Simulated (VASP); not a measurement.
# Cd (Im-3m) in VASP: notebook

The runs below take Cd through relaxation of cell and atoms, with PBE, PBEsol, RPBE.

Program: VASP 6.6.1. These are calculated values, not measurements. Logs are shortened: lines on timing, memory, paths and dates and some standing lists are left out, and cuts for length are marked.

### 1 The crystal as given

Symmetry: Im-3m, No. 229, cubic system. Conventional cell: a = 3.569 Å, b = 3.569 Å, c = 3.569 Å, α = 90.00°, β = 90.00°, γ = 90.00°. Cd (site symmetry m-3m) has 8 Cd at 3.09 Å as nearest neighbours.

This isn't the form of Cd at room conditions, which is hcp.

### 2 Relaxation of cell and atoms, PBE

INCAR

```
SYSTEM = Cd
PREC = Accurate
ENCUT = 600
EDIFF = 1E-7
ISMEAR = -1
SIGMA = 0.05
LREAL = .False.
LASPH = .True.
NELM = 100
ALGO = Normal
ISIF = 3
LWAVE = .False.
LCHARG = .False.
GGA = PE
IBRION = 2
NSW = 40
EDIFFG = -0.01
```

KPOINTS

```
Automatic mesh
0
Gamma
  10 10 10
  0 0 0
```

POSCAR

```
Cd
1.0
   -1.7843220000      1.7843220000      1.7843220000
    1.7843220000     -1.7843220000      1.7843220000
    1.7843220000      1.7843220000     -1.7843220000
Cd
1
Direct
    0.0000000000      0.0000000000      0.0000000000
```

Potentials or basis: VASP PAW PBE potentials, release 64 (Cd).

Command:

```bash
> cat potpaw_PBE.64/Cd/POTCAR > POTCAR
> mpirun -np 1 vasp_std > vasp.out
```

OUTCAR:

```text
SYSTEM = Cd
   PREC = Accurate
   ENCUT = 600
   EDIFF = 1E-7
   ISMEAR = -1
   LREAL = .False.
   LASPH = .True.
   NELM = 100
   ISIF = 3
   GGA = PE
   IBRION = 2
   NSW = 40
   EDIFFG = -0.01

 ion  position               nearest neighbor table
   1  0.000  0.000  0.000-

  LATTYP: Found a body centered cubic cell.
 ALAT       =     3.5686440000

  Lattice vectors:

 A1 = (  -1.7843220000,   1.7843220000,   1.7843220000)
 A2 = (   1.7843220000,  -1.7843220000,   1.7843220000)
 A3 = (   1.7843220000,   1.7843220000,  -1.7843220000)

Analysis of symmetry for initial positions (statically):
=====================================================================
 Subroutine PRICEL returns:
 Original cell was already a primitive cell.

 Routine SETGRP: Setting up the symmetry group for a
 body centered cubic supercell.

 Subroutine GETGRP returns: Found 48 space group operations
 (whereof 48 operations were pure point group operations)
 out of a pool of 48 trial point group operations.

The static configuration has the point symmetry O_h .

Analysis of symmetry for dynamics (positions and initial velocities):
=====================================================================
 Subroutine PRICEL returns:
 Original cell was already a primitive cell.

 Routine SETGRP: Setting up the symmetry group for a
 body centered cubic supercell.

 Subroutine GETGRP returns: Found 48 space group operations
 (whereof 48 operations were pure point group operations)
 out of a pool of 48 trial point group operations.

The dynamic configuration has the point symmetry O_h .

 Subroutine INISYM returns: Found 48 space group operations
 (whereof 48 operations are pure point group operations),
 and found     1 'primitive' translations

----------------------------------------------------------------------------------------

                                     Primitive cell

  volume of cell :      22.7237

  direct lattice vectors                    reciprocal lattice vectors
    -1.784322000  1.784322000  1.784322000     0.000000000  0.280218481  0.280218481
     1.784322000 -1.784322000  1.784322000     0.280218481  0.000000000  0.280218481
     1.784322000  1.784322000 -1.784322000     0.280218481  0.280218481  0.000000000

  length of vectors
     3.090536361  3.090536361  3.090536361     0.396288776  0.396288776  0.396288776

  position of ions in fractional coordinates (direct lattice)
     0.000000000  0.000000000  0.000000000

  ion indices of the primitive-cell ions
   primitive index   ion index
                 1           1

----------------------------------------------------------------------------------------

 KPOINTS: Automatic mesh

Automatic generation of k-mesh.
 Grid dimensions read from file:
 generate k-points for:   10   10   10

 Generating k-lattice:

  Cartesian coordinates                     Fractional coordinates (reciprocal lattice)
     0.000000000  0.028021848  0.028021848     0.100000000  0.000000000  0.000000000
     0.028021848  0.000000000  0.028021848     0.000000000  0.100000000  0.000000000
     0.028021848  0.028021848  0.000000000     0.000000000  0.000000000  0.100000000

  Length of vectors
     0.039628878  0.039628878  0.039628878

  Shift w.r.t. Gamma in fractional coordinates (k-lattice)
     0.000000000  0.000000000  0.000000000

 Subroutine IBZKPT returns following result:
 ===========================================

 Found     47 irreducible k-points:

 Following reciprocal coordinates:
            Coordinates               Weight
  0.000000  0.000000  0.000000      1.000000
  0.100000  0.000000  0.000000     12.000000
  0.200000  0.000000  0.000000     12.000000
  0.300000  0.000000  0.000000     12.000000
  0.400000  0.000000  0.000000     12.000000
  0.500000  0.000000  0.000000      6.000000
[... 16 lines left out ...]
  0.300000  0.300000  0.100000      8.000000
 -0.300000  0.300000  0.100000     24.000000
 [... further k-points ...]
   k-points           NKPTS =     47   k-points in BZ     NKDIM =     47   number of bands    NBANDS=     10
   number of dos      NEDOS =    301   number of ions     NIONS =      1
   total plane-waves  NPLWV =  21952
   dimension x,y,z NGX =    28 NGY =   28 NGZ =   28
   dimension x,y,z NGXF=    56 NGYF=   56 NGZF=   56
   ions per type =               1
   NGX,Y,Z   is equivalent  to a cutoff of  15.06, 15.06, 15.06 a.u.
   NGXF,Y,Z  is equivalent  to a cutoff of  30.12, 30.12, 30.12 a.u.
 SYSTEM =  Cd
   PREC   = accura    normal or accurate (medium, high low for compatibility)
   ISTART =      0    job   : 0-new  1-cont  2-samecut
   ICHARG =      2    charge: 1-file 2-atom 10-const
   ISPIN  =      1    spin polarized calculation?
   LNONCOLLINEAR =      F non collinear calculations
   LSORBIT =      F    spin-orbit coupling
   LASPH  =      T    aspherical Exc in radial PAW
   ENCUT  =  600.0 eV  44.10 Ry    6.64 a.u.   6.17  6.17  6.17*2*pi/ulx,y,z
   NELM   =    100;   NELMIN=  2; NELMDL= -5     # of ELM steps
   EDIFF  = 0.1E-06   stopping-criterion for ELM
   LREAL  =      F    real-space projection
   EDIFFG = -.1E-01   stopping-criterion for IOM
   NSW    =     40    number of steps for IOM
   IBRION =      2    ionic relax: 0-MD 1-quasi-New 2-CG
   NFREE  =      1    steps in history (QN), initial steepest desc. (CG)
   ISIF   =      3    stress and relaxation
   ISYM   =      2    0-nonsym 1-usesym 2-fastsym
   POTIM  = 0.5000    time-step for ionic-motion
   TEBEG  =    0.0;   TEEND  =   0.0 temperature during run
   PSTRESS=    0.0 pullay stress
   NELECT =      12.0000    total number of electrons
   NUPDOWN=      -1.0000    fix difference up-down
   EMIN   =  10.00;   EMAX   =-10.00  energy-range for DOS
   EFERMI =   0.00;   METHOD = LEGACY
   ISMEAR =    -1;   SIGMA  =   0.05  broadening in eV -4-tet -1-fermi 0-gaus
   EFERMI_NEDOS =   21; number of points for ismear=-14 and -15
   IALGO  =     38    algorithm
   IMIX   =      4    mixing-type and parameters
     AMIX     =   0.40;   BMIX     =  1.00
     AMIX_MAG =   1.60;   BMIX_MAG =  1.00
  volume/ion in A,a.u.               =      22.72       153.35
  Fermi-wavevector in a.u.,A,eV,Ry     =   1.323250  2.500581 23.823686  1.750992
  Thomas-Fermi vector in A             =   2.452872
   LORBIT       =      0    0 simple, 1 ext, 2 COOP (PROOUT), +10 PAW based schemes
   GGA     = PE    functional components
   LHFCALC =     F    Hartree Fock is set to
   AEXX    =    0.0000 exact exchange contribution
   IVDW    =     0    specifies the selected vdW correction
   LEPSILON=     F    determine dielectric tensor
   LRPA    =     F    only Hartree local field effects (RPA)
 conjugate gradient relaxation of ions
 non-spin polarized calculation
  energy-cutoff  :      600.00
  volume of cell :       22.72
 maximum number of plane-waves:       771
 NGX is ok and might be reduce to    28
   NGX = 13   NGY = 13   NGZ = 13

--------------------------------------- Ionic step        1  -------------------------------------------

 number of electron      11.9999997 magnetization

 Free energy of the ion-electron system (eV)
  ---------------------------------------------------
  ext. energy  EPLUGINS =         0.00000000
  ---------------------------------------------------
  free energy    TOTEN  =        -0.69331768 eV

  energy without entropy =       -0.68739664  energy(sigma->0) =       -0.69035716

------------------------ aborting loop because EDIFF is reached ----------------------------------------

  FORCE on cell =-STRESS in cart. coord.  units (eV):
  Direction    XX          YY          ZZ          XY          YZ          ZX
  --------------------------------------------------------------------------------------
  -------------------------------------------------------------------------------------
  Total        0.1828424      0.1828424      0.1828424      0.0000000     -0.0000000      0.0000000
  in kB       12.8916328     12.8916328     12.8916328      0.0000000     -0.0000000      0.0000000
  external PRESSURE =      12.8916328 kB  Pullay stress =       0.0000000 kB
[... 55 lines left out ...]
  energy  without entropy=       -0.6905601287  energy(sigma->0) =       -0.69341966

--------------------------------------- Ionic step        3  -------------------------------------------

 number of electron      12.0000001 magnetization

 Free energy of the ion-electron system (eV)
  ---------------------------------------------------
  ext. energy  EPLUGINS =         0.00000000
  ---------------------------------------------------
  free energy    TOTEN  =        -0.69647112 eV

  energy without entropy =       -0.69090771  energy(sigma->0) =       -0.69368942

 E-fermi :   2.5008     XC(G=0): -10.5925

 val. band max:        2.4118448658   @ k =  -0.4000  -0.4000   0.1000
 cond. band min:       2.5176466671   @ k =  -0.4000   0.4000   0.4000
 fundamental gap:      0.1058018013
 Fermi energy:         2.5007564823

 k-point     1 :       0.0000    0.0000    0.0000
  band No.  band energies     occupation
      1      -6.6992      2.00000
      2      -6.6992      2.00000
      3      -6.6992      2.00000
      4      -6.1413      2.00000
      5      -6.1413      2.00000
      6      -5.9236      2.00000
      7      17.5556      0.00000
      8      17.5556      0.00000
      9      17.5556      0.00000
     10      17.7402      0.00000
[... 287 lines left out ...]
 k-point    24 :      -0.3000    0.3000    0.1000
  band No.  band energies     occupation
      1      -6.7952      2.00000
      2      -6.7889      2.00000
      3      -6.3153      2.00000
      4      -6.1848      2.00000
      5      -6.1242      2.00000
      6      -3.1586      2.00000
      7       7.4001      0.00000
      8      11.6427      0.00000
      9      12.4615      0.00000
     10      16.4575      0.00000

 [... further k-points ...]

------------------------ aborting loop because EDIFF is reached ----------------------------------------

  FORCE on cell =-STRESS in cart. coord.  units (eV):
  Direction    XX          YY          ZZ          XY          YZ          ZX
  --------------------------------------------------------------------------------------
  -------------------------------------------------------------------------------------
  Total       -0.0001011     -0.0001011     -0.0001011     -0.0000000     -0.0000000      0.0000000
  in kB       -0.0068806     -0.0068806     -0.0068806     -0.0000000     -0.0000000      0.0000000
  external PRESSURE =      -0.0068806 kB  Pullay stress =       0.0000000 kB
[... 16 lines left out ...]
  FREE ENERGIE OF THE ION-ELECTRON SYSTEM (eV)
  ---------------------------------------------------
  free  energy   TOTEN  =        -0.6964711220 eV

  energy  without entropy=       -0.6909077126  energy(sigma->0) =       -0.69368942

 reached required accuracy - stopping structural energy minimisation
```

It took 28 s on 1 thread of Intel Xeon Platinum 8488C (Sapphire Rapids), shared host; peak memory 0.17 GiB.

Results:

| Quantity | Value |
| --- | --- |
| Free energy | -0.6965 eV |
| Relaxed volume | 23.54 Å³/atom |
| Relaxed cell | a = 3.127 Å, b = 3.127 Å, c = 3.127 Å, α = 109.47°, β = 109.47°, γ = 109.47° |
| Space group after relaxing (to 0.05 Å) | Im-3m (No. 229) |
| Energy gained by relaxing | 3.2 meV/atom |
| Ionic steps | 3 |
| Pressure after relaxing | 0.0 GPa |
| Band gap on the k mesh | none (metal or under the smearing width) |

The path:
```csv
step,energy change (eV),largest force (eV/Å),pressure (GPa),volume (Å³)
1,0.0000,0.0000,1.29,22.72
2,-0.0030,0.0000,0.30,23.33
3,-0.0032,0.0000,0.00,23.54
```

Final structure:
```
CELL_PARAMETERS angstrom
-1.80537 1.80537 1.80537
1.80537 -1.80537 1.80537
1.80537 1.80537 -1.80537
ATOMIC_POSITIONS crystal
Cd 0.00000 0.00000 0.00000
```

Levels at points of the mesh, in eV from the Fermi level:
| k point | band 3 | band 4 | band 5 | band 6 | band 7 | band 8 | band 9 | band 10 |
| --- | --- | --- | --- | --- | --- | --- | --- | --- |
| (0.00, 0.00, 0.00) | -9.20 | -8.64 | -8.64 | -8.42 | 15.05 | 15.05 | 15.05 | 15.24 |
| (0.50, 0.00, 0.00) | -8.67 | -8.62 | -8.27 | -1.98 | -1.16 | 8.82 | 9.63 | 13.00 |
| (0.50, 0.50, 0.50) | -8.36 | -8.36 | -8.36 | 3.25 | 3.25 | 3.25 | 5.03 | 7.62 |

### 3 Relaxation of cell and atoms, PBEsol

INCAR: that of step 2 with these lines changed.

```diff
@@ -13,3 +13,3 @@
 LCHARG = .False.
-GGA = PE
+GGA = PS
 IBRION = 2
```

KPOINTS is that of step 2.

POSCAR is that of step 2.

Potentials or basis: VASP PAW PBE potentials, release 64 (Cd).

Command:

```bash
> cat potpaw_PBE.64/Cd/POTCAR > POTCAR
> mpirun -np 1 vasp_std > vasp.out
```

It took 26 s on 1 thread of Intel Xeon Platinum 8488C (Sapphire Rapids), shared host; peak memory 0.17 GiB.

Results (log left out):

| Item | Value |
| --- | --- |
| Free energy | -1.1342 eV |
| Relaxed volume | 21.33 Å³/atom |
| Relaxed cell | a = 3.026 Å, b = 3.026 Å, c = 3.026 Å, α = 109.47°, β = 109.47°, γ = 109.47° |
| Space group after relaxing (to 0.05 Å) | Im-3m (No. 229) |
| Energy gained by relaxing | 12.8 meV/atom |
| Ionic steps | 3 |
| Pressure after relaxing | 0.0 GPa |
| Band gap on the k mesh | none (metal or under the smearing width) |

Step by step:
| step | energy change (eV) | largest force (eV/Å) | pressure (GPa) | volume (Å³) |
| --- | --- | --- | --- | --- |
| 1 | 0.0000 | 0.0000 | -2.67 | 22.72 |
| 2 | -0.0125 | 0.0000 | -0.43 | 21.50 |
| 3 | -0.0128 | 0.0000 | 0.01 | 21.33 |

Final structure:
```yaml
crystal:
  lattice:
    - [-1.74695, 1.74695, 1.74695]
    - [1.74695, -1.74695, 1.74695]
    - [1.74695, 1.74695, -1.74695]
  atoms:
    - { symbol: Cd, position: [0.00000, 0.00000, 0.00000] }
```

Levels at points of the mesh, in eV from the Fermi level:
```
           k point  band 3  band 4  band 5  band 6  band 7  band 8  band 9  band 10
(0.00, 0.00, 0.00)   -9.45   -9.22   -8.76   -8.76   15.46   15.46   15.46    16.56
(0.50, 0.00, 0.00)   -8.80   -8.73   -8.29   -2.42   -1.04    9.38    9.97    13.75
(0.50, 0.50, 0.50)   -8.41   -8.41   -8.41    3.27    3.27    3.27    5.89     8.03
```

Caveat: the PAW data sets were made with another functional, which shifts forces and pressure a little.

### 4 Relaxation of cell and atoms, RPBE

INCAR: that of step 3 with these lines changed.

```diff
@@ -13,3 +13,3 @@
 LCHARG = .False.
-GGA = PS
+GGA = RP
 IBRION = 2
```

KPOINTS is that of step 3.

POSCAR is that of step 3.

Potentials or basis: VASP PAW PBE potentials, release 64 (Cd).

Command:

```bash
> cat potpaw_PBE.64/Cd/POTCAR > POTCAR
> mpirun -np 1 vasp_std > vasp.out
```

OUTCAR:

```text
SYSTEM = Cd
   PREC = Accurate
   ENCUT = 600
   EDIFF = 1E-7
   ISMEAR = -1
   LREAL = .False.
   LASPH = .True.
   NELM = 100
   ISIF = 3
   GGA = RP
   IBRION = 2
   NSW = 40
   EDIFFG = -0.01

 ion  position               nearest neighbor table
   1  0.000  0.000  0.000-

  LATTYP: Found a body centered cubic cell.
 ALAT       =     3.5686440000

  Lattice vectors:

 A1 = (  -1.7843220000,   1.7843220000,   1.7843220000)
 A2 = (   1.7843220000,  -1.7843220000,   1.7843220000)
 A3 = (   1.7843220000,   1.7843220000,  -1.7843220000)

Analysis of symmetry for initial positions (statically):
=====================================================================
 Subroutine PRICEL returns:
[... 292 lines left out ...]
 Fermi energy:         2.1908897293

 k-point     1 :       0.0000    0.0000    0.0000
  band No.  band energies     occupation
      1      -6.8768      2.00000
      2      -6.8768      2.00000
      3      -6.8768      2.00000
      4      -6.3990      2.00000
      5      -6.3990      2.00000
      6      -5.7292      2.00000
      7      16.6074      0.00000
      8      16.6074      0.00000
      9      16.8882      0.00000
     10      16.8882      0.00000
[... 287 lines left out ...]
 k-point    24 :      -0.3000    0.3000    0.1000
  band No.  band energies     occupation
      1      -6.9557      2.00000
      2      -6.9339      2.00000
      3      -6.5440      2.00000
      4      -6.4326      2.00000
      5      -6.3830      2.00000
      6      -3.1423      2.00000
      7       6.8616      0.00000
      8      10.9300      0.00000
      9      11.7735      0.00000
     10      15.5778      0.00000

 [... further k-points ...]

------------------------ aborting loop because EDIFF is reached ----------------------------------------

  FORCE on cell =-STRESS in cart. coord.  units (eV):
  Direction    XX          YY          ZZ          XY          YZ          ZX
  --------------------------------------------------------------------------------------
  -------------------------------------------------------------------------------------
  Total       -0.0001898     -0.0001898     -0.0001898     -0.0000000      0.0000000      0.0000000
  in kB       -0.0120495     -0.0120495     -0.0120495     -0.0000000      0.0000000      0.0000000
  external PRESSURE =      -0.0120495 kB  Pullay stress =       0.0000000 kB
[... 16 lines left out ...]
  FREE ENERGIE OF THE ION-ELECTRON SYSTEM (eV)
  ---------------------------------------------------
  free  energy   TOTEN  =        -0.3197380426 eV

  energy  without entropy=       -0.3151414336  energy(sigma->0) =       -0.31743974

 reached required accuracy - stopping structural energy minimisation
```

CONTCAR:

```text
Cd
   1.00000000000000
    -1.8477381828361006    1.8477381828361006    1.8477381828361006
     1.8477381828361006   -1.8477381828361006    1.8477381828361006
     1.8477381828361006    1.8477381828361006   -1.8477381828361006
  Cd
     1
Direct
     0.0000000000000000    0.0000000000000000    0.0000000000000000

  0.00000000E+00  0.00000000E+00  0.00000000E+00
```

Wall time 32 s (1 thread of Intel Xeon Platinum 8488C (Sapphire Rapids), shared host); peak memory 0.17 GiB.

What came out:

| Quantity | Value |
| --- | --- |
| Free energy | -0.3197 eV |
| Relaxed volume | 25.23 Å³/atom |
| Relaxed cell | a = 3.200 Å, b = 3.200 Å, c = 3.200 Å, α = 109.47°, β = 109.47°, γ = 109.47° |
| Space group after relaxing (to 0.05 Å) | Im-3m (No. 229) |
| Energy gained by relaxing | 25.8 meV/atom |
| Ionic steps | 4 |
| Pressure after relaxing | 0.0 GPa |
| Band gap on the k mesh | none (metal or under the smearing width) |

Step by step:
```csv
step,energy change (eV),largest force (eV/Å),pressure (GPa),volume (Å³)
1,0.0000,0.0000,3.64,22.72
2,-0.0237,0.0000,0.91,24.46
3,-0.0258,0.0000,-0.10,25.33
4,-0.0258,0.0000,0.00,25.23
```

Final structure:
```
CELL_PARAMETERS angstrom
-1.84774 1.84774 1.84774
1.84774 -1.84774 1.84774
1.84774 1.84774 -1.84774
ATOMIC_POSITIONS crystal
Cd 0.00000 0.00000 0.00000
```

Caveat: the PAW data sets were made with another functional, which shifts forces and pressure a little.

### 5 The reference run

An earlier run on the cell as given: functional PBE; potentials or basis VASP PAW PBE potentials, release 64 (Cd); cutoff 520 eV; k mesh 10 × 10 × 10; occupations fermi-dirac, width 0.05 eV; no spin polarisation.

* Pressure: 1.4 GPa
* Band gap on the k mesh: none (metal or under the smearing width)

### 6 Overview

```tsv
task	level	cell	cutoff (eV)	gap on the mesh (eV)	pressure (GPa)	relaxed volume (Å³/atom)
relaxation of cell and atoms	PBE	relaxed	600	none	0.0	23.54
relaxation of cell and atoms	PBEsol	relaxed	600	none	0.0	21.33
relaxation of cell and atoms	RPBE	relaxed	600	none	0.0	25.23
single point	PBE	as given	520	none	1.4	-
```

Alike in all rows: potentials or basis VASP PAW PBE potentials, release 64 (Cd); no spin polarisation; k mesh 10 × 10 × 10; smearing fermi-dirac 0.05 eV.

Caveats: the PAW data sets were made with another functional, which shifts forces and pressure a little (some runs).

Absolute energies hang on the potentials; compare differences alone.
